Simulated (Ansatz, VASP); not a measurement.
One calculation of Rh, two programs

```
Rh
1.0
     3.82993    0.00000    0.00000
     0.00000   -3.82993    0.00000
     0.00000    0.00000   -3.82993
Rh
4
Direct
  0.00000 0.50000 0.50000
  0.50000 0.00000 0.50000
  0.50000 0.50000 0.00000
  0.00000 0.00000 0.00000
```

Alike in both runs: task single point; functional PBE; k mesh 10 × 10 × 10; occupations gaussian, width 0.15 eV; no spin polarisation.

|  | VASP | Ansatz |
| --- | --- | --- |
| version | VASP 6.6.1 | Ansatz 0.2.0 |
| potentials or method | VASP PAW PBE potentials, release 64 (Rh_pv) | scalar-relativistic, plane waves, PAW |
| plane-wave cutoff (eV) | 520 | 420 |
| valence electrons in the cell | 60 | 68 |

Ansatz gave:

* gap on the k mesh at the Fermi level (eV): none
* pressure (GPa): 0.1

**Question.** What did VASP give for the same quantities?

**Answer.** gap on the k mesh at the Fermi level (eV): none; pressure (GPa): 0.2.

A gap of «none» marks a metal or a gap that the smearing closes. The two sets of potentials don't hold the same shells in valence.
